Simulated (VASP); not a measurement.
# MnH4 in VASP: notebook, part 2 of 2

VASP 6.6.1. The steps go on from the part before.

## 3. Single point, PBE, collinear spin, typed start

This run uses another cell than the first one, of 53.54 Å³/atom, 0.991 times its volume.

Contents of INCAR:

```
SYSTEM = MnH4
ALGO = Fast
DIPOL = 0.5 0.5 0.294
EDIFF = 1E-7
ENCUT = 520
GGA = PE
IDIPOL = 3
ISIF = 2
ISMEAR = 0
ISPIN = 2
LASPH = .TRUE.
LCHARG = .TRUE.
LDIPOL = .TRUE.
LELF = .TRUE.
LMAXMIX = 4
LORBIT = 11
LREAL = .FALSE.
LVACPOTAV = .TRUE.
LVHAR = .TRUE.
LWAVE = .FALSE.
MAGMOM = 2.21 0 0 0 0
NBANDS = 20
NELM = 150
PREC = Accurate
SIGMA = 0.1
```

Contents of KPOINTS:

```
k-points
0
G
  12 12 1
  0 0 0
```

Contents of POSCAR:

```
MnH4
1.0
    3.3538122732      0.0000000000      0.0000000000
    0.0000000000      3.3538122732      0.0000000000
    0.0000000000      0.0000000000     23.8000000000
Mn H
1 4
Direct
    0.0000000000      0.0000000000      0.2941176471
    0.8436002962      0.5000000000      0.2941176471
    0.1563997038      0.5000000000      0.2941176471
    0.5000000000      0.1563997038      0.2941176471
    0.5000000000      0.8436002962      0.2941176471
```

Potentials or basis: VASP PAW PBE potentials, release 64 (Mn_pv, H).

Launch:

```
cat potpaw_PBE.64/Mn_pv/POTCAR potpaw_PBE.64/H/POTCAR > POTCAR
mpirun -np 1 vasp_std > vasp.out
```

OUTCAR:

```text
SYSTEM = MnH4
   EDIFF = 1E-7
   ENCUT = 520
   GGA = PE
   ISIF = 2
   ISMEAR = 0
   ISPIN = 2
   LASPH = .TRUE.
   LORBIT = 11
   LREAL = .FALSE.
   NELM = 150
   PREC = Accurate

 ion  position               nearest neighbor table
   1  0.000  0.000  0.294-   2 1.76   3 1.76   4 1.76   5 1.76   2 1.76   3 1.76   4 1.76   5 1.76

   2  0.844  0.500  0.294-   1 1.76   1 1.76
   3  0.156  0.500  0.294-   1 1.76   1 1.76
   4  0.500  0.156  0.294-   1 1.76   1 1.76
   5  0.500  0.844  0.294-   1 1.76   1 1.76

  LATTYP: Found a simple tetragonal cell.
 ALAT       =     3.3538122732
 C/A-ratio  =     7.0964019633

  Lattice vectors:

 A1 = (   3.3538122732,   0.0000000000,   0.0000000000)
 A2 = (   0.0000000000,   3.3538122732,   0.0000000000)
 A3 = (   0.0000000000,   0.0000000000,  23.8000000000)

Analysis of symmetry for initial positions (statically):
=====================================================================
 Subroutine PRICEL returns:
 Original cell was already a primitive cell.

 Routine SETGRP: Setting up the symmetry group for a
 simple tetragonal supercell.

 Subroutine GETGRP returns: Found 16 space group operations
 (whereof  8 operations were pure point group operations)
 out of a pool of 16 trial point group operations.

The static configuration has the point symmetry C_4v.
 The point group associated with its full space group is D_4h.

Analysis of symmetry for dynamics (positions and initial velocities):
=====================================================================
 Subroutine PRICEL returns:
 Original cell was already a primitive cell.

 Routine SETGRP: Setting up the symmetry group for a
 simple tetragonal supercell.

 Subroutine GETGRP returns: Found 16 space group operations
 (whereof  8 operations were pure point group operations)
 out of a pool of 16 trial point group operations.

The dynamic configuration has the point symmetry C_4v.
 The point group associated with its full space group is D_4h.

Analysis of structural, dynamic, and magnetic symmetry:
=====================================================================
 Subroutine PRICEL returns:
 Original cell was already a primitive cell.

 Routine SETGRP: Setting up the symmetry group for a
 simple tetragonal supercell.

 Subroutine GETGRP returns: Found 16 space group operations
 (whereof  8 operations were pure point group operations)
 out of a pool of 16 trial point group operations.

The overall configuration has the point symmetry C_4v.
 The point group associated with its full space group is D_4h.

 Subroutine INISYM returns: Found 16 space group operations
 (whereof  8 operations are pure point group operations),
 and found     1 'primitive' translations

----------------------------------------------------------------------------------------

                                     Primitive cell

  volume of cell :     267.7038

  direct lattice vectors                    reciprocal lattice vectors
     3.353812273  0.000000000  0.000000000     0.298168150  0.000000000  0.000000000
     0.000000000  3.353812273  0.000000000     0.000000000  0.298168150  0.000000000
     0.000000000  0.000000000 23.800000000     0.000000000  0.000000000  0.042016807

  length of vectors
     3.353812273  3.353812273 23.800000000     0.298168150  0.298168150  0.042016807

  position of ions in fractional coordinates (direct lattice)
[... 99 lines left out ...]
   EFERMI =   0.00;   METHOD = LEGACY
   ISMEAR =     0;   SIGMA  =   0.10  broadening in eV -4-tet -1-fermi 0-gaus
   EFERMI_NEDOS =   21; number of points for ismear=-14 and -15
   IALGO  =     68    algorithm
   IMIX   =      4    mixing-type and parameters
     AMIX     =   0.40;   BMIX     =  1.00
     AMIX_MAG =   1.60;   BMIX_MAG =  1.00
  volume/ion in A,a.u.               =      53.54       361.31
  Fermi-wavevector in a.u.,A,eV,Ry     =   0.653140  1.234256  5.804136  0.426592
  Thomas-Fermi vector in A             =   1.723285
   LORBIT       =     11    0 simple, 1 ext, 2 COOP (PROOUT), +10 PAW based schemes
   GGA     = PE    functional components
   LHFCALC =     F    Hartree Fock is set to
   AEXX    =    0.0000 exact exchange contribution
   IVDW    =     0    specifies the selected vdW correction
   LEPSILON=     F    determine dielectric tensor
   LRPA    =     F    only Hartree local field effects (RPA)
 spin polarized calculation
 RMM-DIIS sequential band-by-band and
 Gauss-broadening in eV      SIGMA  =   0.10
  energy-cutoff  :      520.00
  volume of cell :      267.70
 maximum number of plane-waves:      7256
 NGX is ok and might be reduce to    28
   NGX = 13   NGY = 13   NGZ = 89

 dipolmoment           0.000000      0.000000     -0.000001 electrons x Angstroem

 number of electron      16.9999993 magnetization       2.7439283

 dipolmoment           0.000000      0.000000      0.000000 electrons x Angstroem

 Free energy of the ion-electron system (eV)
  ---------------------------------------------------
  ext. energy  EPLUGINS =         0.00000000
  ---------------------------------------------------
  free energy    TOTEN  =       -19.00886420 eV

  energy without entropy =      -19.00396641  energy(sigma->0) =      -19.00641530

 E-fermi :  -2.6066     XC(G=0):  -1.8358

 val. band max:       -2.6069964422   @ k =   0.0000   0.0000   0.0000
 cond. band min:      -2.5915530487   @ k =   0.0833   0.0833   0.0000
 fundamental gap:      0.0154433935
 Fermi energy:        -2.6065646686

 spin component 1

 k-point     1 :       0.0000    0.0000    0.0000
  band No.  band energies     occupation
      1     -51.9540      1.00000
      2     -51.9540      1.00000
      3     -51.8215      1.00000
      4     -15.2244      1.00000
      5     -10.5955      1.00000
      6      -4.8232      1.00000
[... 541 lines left out ...]
     19       6.1377      0.00000
     20       7.3470      0.00000

 [... further k-points ...]

 spin component 2

 k-point     1 :       0.0000    0.0000    0.0000
  band No.  band energies     occupation
      1     -49.3388      1.00000
      2     -49.3387      1.00000
      3     -48.7363      1.00000
      4     -15.0898      1.00000
      5      -9.8273      1.00000
      6      -2.7944      0.99605
[... 541 lines left out ...]
     19       6.4734      0.00000
     20       7.3057      0.00000

 [... further k-points ...]

------------------------ aborting loop because EDIFF is reached ----------------------------------------

 vacuum level on the upper side and lower side of the slab       (xc-potential included)        -0.084        -0.084

  FORCE on cell =-STRESS in cart. coord.  units (eV):
  Direction    XX          YY          ZZ          XY          YZ          ZX
  --------------------------------------------------------------------------------------
  -------------------------------------------------------------------------------------
  Total        0.5104843      0.5104843     -0.0522800      0.0000000     -0.0000000      0.0000000
  in kB        3.0551918      3.0551918     -0.3128901      0.0000000     -0.0000000      0.0000000
  external PRESSURE =       1.9324979 kB  Pullay stress =       0.0000000 kB

 VOLUME and BASIS-vectors are now :
 -----------------------------------------------------------------------------
  energy-cutoff  :      520.00
  volume of cell :      267.70
      direct lattice vectors                 reciprocal lattice vectors
     3.353812273  0.000000000  0.000000000     0.298168150  0.000000000  0.000000000
     0.000000000  3.353812273  0.000000000     0.000000000  0.298168150  0.000000000
     0.000000000  0.000000000 23.800000000     0.000000000  0.000000000  0.042016807

 POSITION                                       TOTAL-FORCE (eV/Angst)
 -----------------------------------------------------------------------------------
      0.00000      0.00000      7.00000        -0.000000      0.000000      0.000000
      2.82928      1.67691      7.00000        -0.089799      0.000000     -0.000000
      0.52454      1.67691      7.00000         0.089799     -0.000000     -0.000000
      1.67691      0.52454      7.00000        -0.000000      0.089799     -0.000000
      1.67691      2.82928      7.00000        -0.000000     -0.089799     -0.000000
 -----------------------------------------------------------------------------------
    total drift:                               -0.000000      0.000000      0.000205

  FREE ENERGIE OF THE ION-ELECTRON SYSTEM (eV)
  ---------------------------------------------------
  free  energy   TOTEN  =       -19.0088641961 eV

  energy  without entropy=      -19.0039664093  energy(sigma->0) =      -19.00641530

 vacuum level on the upper side and lower side of the slab         0.998         0.998

 total charge

# of ion       s       p       d       tot
------------------------------------------
    1        0.248   6.222   5.379  11.849
    2        0.517   0.033   0.000   0.550
    3        0.517   0.033   0.000   0.550
    4        0.517   0.033   0.000   0.550
    5        0.517   0.033   0.000   0.550
--------------------------------------------------
tot          2.315   6.354   5.379  14.048

 magnetization (x)

# of ion       s       p       d       tot
------------------------------------------
    1        0.058   0.022   2.610   2.690
    2       -0.014   0.002   0.000  -0.011
    3       -0.014   0.002   0.000  -0.011
    4       -0.014   0.002   0.000  -0.011
    5       -0.014   0.002   0.000  -0.011
--------------------------------------------------
tot          0.004   0.031   2.610   2.645
```

It took 7.6 min on 1 thread of Intel Xeon 6975P-C (Granite Rapids), shared host; peak memory 0.59 GiB.

Results:

- Free energy: -19.0089 eV
- Largest force: 0.090 eV/Å
- Band gap on the k mesh: none (metal or under the smearing width)
- Net moment: 2.74 μB per cell
- Site moments: Mn +2.69; H -0.01 μB
- Valence electrons inside the program's atomic spheres: Mn 11.85; H 0.55
- Work function of the upper face: 3.60 eV
- Work function of the lower face: 3.60 eV

Forces on the atoms (eV/Å):
```
Mn   0.000  0.000  0.000
H   -0.090  0.000  0.000
H    0.090  0.000  0.000
H    0.000  0.090  0.000
H    0.000 -0.090  0.000
```

Levels at points of the mesh, in eV from the Fermi level:
Spin up:
```
           k point  band 7  band 8  band 9  band 10  band 11  band 12  band 13  band 14
(0.00, 0.00, 0.00)   -1.81   -1.67   -1.67    -0.30     1.89     1.89     2.80     3.17
(0.50, 0.00, 0.00)   -2.47   -2.16   -1.61    -1.47     2.61     3.02     4.80     5.67
(0.50, 0.50, 0.00)   -2.25   -2.25   -2.16    -2.06     1.36     2.04     5.71     7.43
```
Spin down:
```csv
k point,band 3,band 4,band 5,band 6,band 7,band 8,band 9,band 10,band 11,band 12
"(0.00, 0.00, 0.00)",-46.13,-12.48,-7.22,-0.19,0.00,0.29,0.66,0.66,1.94,1.94
"(0.50, 0.00, 0.00)",-46.13,-9.68,-9.67,-2.13,-0.65,0.74,0.85,1.05,2.87,3.22
"(0.50, 0.50, 0.00)",-46.13,-8.10,-8.10,-6.11,-0.21,-0.21,0.80,1.06,2.51,3.30
```
